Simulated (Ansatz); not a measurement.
Set up this calculation in Ansatz 0.2.0, as the native input.

```
Task                                : band structure
Functional                          : PBE
Potentials or basis                 : PseudoDojo standard (PBE files)
Cutoff                              : 1143 eV
Density cutoff                      : 4572 eV
k mesh                              : 5 × 5 × 5
Occupations                         : fermi-dirac, width 0.05 eV
Spin                                : no spin polarisation
Path                                : [["G", "Y", "H", "C", "E", "M1", "A", "X", "H1"], ["M", "D", "Z"], ["Y", "D"]]
Points for each segment of the path : 10
```

HfO2:

```
Hf O
1.0
     5.11800    0.00000    0.00000
     0.00000    5.18570    0.00000
    -0.85866    0.00000    5.21387
Hf O
4 8
Direct
  0.27550 0.46030 0.70800
  0.72450 0.96030 0.79200
  0.72450 0.53970 0.29200
  0.27550 0.03970 0.20800
  0.07420 0.16840 0.84670
  0.92580 0.66840 0.65330
  0.92580 0.83160 0.15330
  0.07420 0.33160 0.34670
  0.44870 0.74190 0.98010
  0.55130 0.24190 0.51990
  0.55130 0.25810 0.01990
  0.44870 0.75810 0.48010
```

The input as run:

input.yaml

```yaml
crystal:
  lattice:
    - [5.118, 0.0, 0.0]
    - [0.0, 5.1857, 0.0]
    - [-0.8586630598, 0.0, 5.2138671406]
  atoms:
    - { symbol: Hf, position: [0.2755, 0.4603, 0.708] }
    - { symbol: Hf, position: [0.7245, 0.9603, 0.792] }
    - { symbol: Hf, position: [0.7245, 0.5397, 0.292] }
    - { symbol: Hf, position: [0.2755, 0.0397, 0.208] }
    - { symbol: O, position: [0.0742, 0.1684, 0.8467] }
    - { symbol: O, position: [0.9258, 0.6684, 0.6533] }
    - { symbol: O, position: [0.9258, 0.8316, 0.1533] }
    - { symbol: O, position: [0.0742, 0.3316, 0.3467] }
    - { symbol: O, position: [0.4487, 0.7419, 0.9801] }
    - { symbol: O, position: [0.5513, 0.2419, 0.5199] }
    - { symbol: O, position: [0.5513, 0.2581, 0.0199] }
    - { symbol: O, position: [0.4487, 0.7581, 0.4801] }
hamiltonian:
  xc: pbe
  pseudopotentials: { kind: nc, accuracy: standard }
kpoints:
  mp_grid: { grid: [5, 5, 5] }
  band_path:
    path:
      - [[0.0, 0.0, 0.0], [0.0, 0.0, 0.5], [-0.4327310173, 0.0, 0.5726006525], [-0.5, 0.0, 0.5], [-0.5, 0.5, 0.5], [-0.5672689827, 0.5, 0.4273993475], [-0.5, 0.5, 0.0], [-0.5, 0.0, 0.0], [-0.5672689827, 0.0, 0.4273993475]]
      - [[-0.4327310173, 0.5, 0.5726006525], [0.0, 0.5, 0.5], [0.0, 0.5, 0.0]]
      - [[0.0, 0.0, 0.5], [0.0, 0.5, 0.5]]
    npoints: 10
scf:
  occupations: { method: fermi_dirac, width: 0.05 }
  n_extra_bands: 30
output:
  forces: true
  stress: true
  eigenvalues: true
  fatbands: true
```

Potentials or basis: PseudoDojo standard (PBE files).

Launch:

```console
$ ansatz run input.yaml --threads 2 --pin off --max-ram 5120MiB --backend cpu --events-out ev --progress --plain --runs-dir out
```

It gave:

```yaml
Pressure: 3.5 GPa
Largest_force: 0.451 eV/Å
Band_gap_on_the_k_mesh: 4.21 eV, indirect (least direct gap 4.28 eV)
Band_gap_along_the_path: 4.16 eV, indirect (least direct gap 4.23 eV)
```

Caveat: the k mesh misses the band edges, so the gap on the mesh is wider than the one along the path; spin-orbit coupling is left out, which moves the levels of the heavy elements.

Wall time 4.2 min on 2 threads of Arm Neoverse V2, with other jobs on the host, peak memory 2.5 GiB.
